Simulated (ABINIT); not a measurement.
# TaS2: single point with PBE

TaS2:

```
Ta S
1.0
     3.35000    0.00000    0.00000
    -1.67500    2.90119    0.00000
     0.00000    0.00000    5.86000
Ta S
1 2
Direct
  0.00000 0.00000 0.00000
  0.66667 0.33333 0.75000
  0.33333 0.66667 0.25000
```

- Program: ABINIT 10.8.3 (patched build)
- Task: single point
- Functional: PBE
- Potentials or basis: JTH PAW PBE v2.0
- Cutoff: 544 eV
- k mesh: 12 × 12 × 6
- Occupations: fermi-dirac, width 0.05 eV
- Spin: no spin polarisation
- Fine-grid cutoff: 1088.46 eV
- Exchange and correlation inside the PAW spheres: full angular mesh (pawxcdev 0, this build's default; the released program takes 1)

```yaml
Pressure: 9.0 GPa
Largest_force: 1.225 eV/Å
Band_gap_on_the_k_mesh: none (metal or under the smearing width)
Valence_electrons_inside_the_program's_atomic_spheres: Ta 10.64; S 3.64
```

Forces on the atoms (eV/Å):
```
Ta   0.000  0.000  0.000
S    0.000  0.000 -1.225
S    0.000  0.000  1.225
```

Stress tensor (GPa, compression positive):
```
 7.43  0.00  0.00
 0.00  7.43  0.00
 0.00  0.00 12.17
```

Levels at points of the mesh, in eV from the Fermi level:
| k point | band 10 | band 11 | band 12 | band 13 | band 14 | band 15 | band 16 | band 17 |
| --- | --- | --- | --- | --- | --- | --- | --- | --- |
| (0.00, 0.00, 0.00) | -1.38 | -0.83 | -0.83 | 0.01 | 0.01 | 0.26 | 4.05 | 4.05 |
| (0.50, 0.00, 0.00) | -4.13 | -3.50 | -2.30 | -0.83 | 2.43 | 2.98 | 4.49 | 5.18 |
| (0.00, 0.00, 0.50) | -3.60 | -0.97 | -0.97 | -0.02 | -0.02 | 1.21 | 4.47 | 4.48 |
| (0.50, 0.00, 0.50) | -4.26 | -2.28 | -2.02 | -1.27 | 2.43 | 2.98 | 4.40 | 4.49 |

Run time: 91 s on 1 thread of Arm Neoverse V2 (shared host), peak memory 0.19 GiB.

Caveat: this functional lacks dispersion, which binds the layers, so the pressure and a relaxed spacing across them are unreliable; forces of over 1 eV/Å show positions far from the minimum, so gaps and moduli don't describe the material at rest. The run has no spin-orbit coupling, so splittings on Ta are missing.
